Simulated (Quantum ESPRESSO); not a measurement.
Runs of Quantum ESPRESSO 7.5 on MgS (Niningerite). The structure is cubic, space group Fm-3m (No. 225). Conventional cell: a = 5.203 Å, b = 5.203 Å, c = 5.203 Å, α = 90.00°, β = 90.00°, γ = 90.00°. S (site symmetry m-3m) has 6 Mg at 2.60 Å as nearest neighbours. Mg (site symmetry m-3m) has 6 S at 2.60 Å as nearest neighbours. 

```tsv
level	k mesh	SCF threshold	symmetry	gap on the mesh (eV)	pressure (GPa)
PBEsol	9 × 9 × 9	4e-10 Ry	-	(c)	(b)
AM05	9 × 9 × 9	4e-10 Ry	-	2.87	(a)
HLE16	9 × 9 × 9	4e-10 Ry	-	4.00	-6.9
vdW-DF-cx	9 × 9 × 9	4e-10 Ry	-	3.06	0.3
r2SCAN	7 × 7 × 7	1e-08 Ry	off	3.74	0.3
```

Alike in all rows: task band structure; potentials or basis SG15 PBE 1.2; no spin polarisation; cell as given; cutoff (eV) 952; smearing fermi-dirac 0.05 eV.

Estimate the missing entries.

(a) 0.0; (b) -0.6; (c) 2.84.

Caveats: the potentials were made for another functional, which shifts forces and pressure; the mesh misses the band edges, which the band path finds closer together; the potentials were made for a functional far from this one (some runs).

Runs at the PBE level aren't shown here.
